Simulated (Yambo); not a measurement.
## AlN in Yambo: convergence with bands in self energy

The system is AlN.

```
Al N
1.0
     3.11300    0.00000    0.00000
    -1.55650    2.69594    0.00000
     0.00000    0.00000    4.98100
Al N
2 2
Direct
  0.66667 0.33333 0.50000
  0.33333 0.66667 0.00000
  0.66667 0.33333 0.88000
  0.33333 0.66667 0.38000
```

```yaml
Program: Yambo 5.3.0
Task: G0W0 quasiparticle levels
Functional: PBE
Potentials_or_basis: PseudoDojo 0.4.1 SR PBE standard
Cutoff: 1143 eV
Density_cutoff: 4572 eV
k_mesh: 6 × 6 × 4
Occupations: fixed
Spin: no spin polarisation
k_mesh_of_the_self-consistent_run: 12 × 12 × 6
Random_integration_of_the_Coulomb_term: yes
Direction_of_the_field_or_of_q_to_0: x + y + z
Broadening: 0.1 eV
States_corrected: Γ and the k points of the band edges
Frequency_dependence_of_W: plasmon pole
Terminator_of_the_band_sum_in_the_self-energy: none
Quasiparticle_equation: linearised (Newton)
Imaginary_frequency_of_the_plasmon-pole_fit: 27.2114 eV
Bands_in_the_response: 208
Bands_in_the_self-energy: 28
Cutoff_of_the_response_matrix: 15 Ry
Cutoff_of_exchange_and_Vxc: 84 Ry
Bands_corrected_first_last: "[8, 9]"
```

These are the settings of the first run; the series varies bands in self energy, with any setting tied to it.

| bands in self energy | quasiparticle gap at the points computed (eV) |
| --- | --- |
| 28 | 5.299 |
| 48 | 5.425 |
| 88 | 5.540 |
| 208 | 5.637 |

Not settled before the last step: the quasiparticle gap at the points computed (to 0.05 eV). The tightest run that finished is the yardstick and may itself not be fully converged.

Caveat, for the tightest run too: this version prints the column dSc/dw multiplied by 27.2.
